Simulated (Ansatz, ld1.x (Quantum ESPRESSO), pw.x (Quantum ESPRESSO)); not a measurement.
## manganese (bcc): variants of one TM potential in the solid

ld1.x (Quantum ESPRESSO) 7.5 input, shortened:

```
&input
   title='Mn', zed=25., rel=1, dft='PBESOL', iswitch=3,
   config='[Ar] 3d5 4s2 4p0'
 /
 &inputp
   pseudotype=2, tm=.true., lloc=-1, rcloc=2.75,
   nlcc=.false.
 /
3
4S  1  0   2.00   0.00  2.05  2.05  0.0
4P  2  1   0.00   0.00  3.75  3.75  0.0
3D  3  2   5.00   0.00  1.65  1.65  0.0
 &test
   configts(1)='3d5 4s2 4p0'
 /
```

Crystal test: bcc Mn in pw.x 7.5, no spin, 17³ k-points, Fermi–Dirac smearing 0.01 Ry, cutoffs set for each file from its atomic test. The reference is all-electron LAPW (Ansatz 0.2.0) with the same functional, mesh and smearing; V0 and B0 come from Birch–Murnaghan fits to the pressures at five volumes. Errors are pseudo minus all-electron; Δ is the rms difference of the E(V) curves that follow from these fits, minima aligned, over ±6 % about the mean V0. Mesh and smearing are coarse, so the numbers serve the comparison and aren't converged zero-temperature values; the lattice is a test structure that the element need not adopt. Spin polarisation and strong correlation are left out, which matters for this element.

All-electron: a0 = 2.752 Å (V0 = 10.43 Å³/atom), B0 = 302.1 GPa.

Base: The largest radius (3.75 bohr) exceeds half the bond length (2.25 bohr), so the spheres overlap, which is one possible source of error among others. This is a poor potential for the solid. Atomic configuration tests: 1 of 7 tests not solved or not reliable.

1 further variants are left out: they gave no file fit for a test, a broken result, the same result as the base, or pressures whose basis-set error rivals the error shown.

A dash in a converged row means that the minimum lies outside the volumes sampled.

| change | cutoffs (Ry) | pw.x | a0 (Å) | a0 error (%) | B0 error (%) | Δ (meV/atom) | mean pressure error (GPa) |
| --- | --- | --- | --- | --- | --- | --- | --- |
| base | 170/680 | converged | – | – | – | – | +21.01 |
| local potential all-electron potential smoothed inside 1.40 bohr (lloc = -2) | 170/680 | converged | 2.761 | +0.30 | -3.4 | 6.1 | +2.67 |
| core correction a·sin(br)/r model core inside 1.04 bohr | 170/680 | converged | – | – | – | – | +16.60 |
| wave 4p (bound): rc 3.75 bohr becomes 4p (bound): rc 3.62 bohr | 170/680 | converged | – | – | – | – | +19.52 |
| wave 3d (bound): rc 1.65 bohr becomes 3d (bound): rc 1.86 bohr | 145/580 | converged | – | – | – | – | +21.11 |
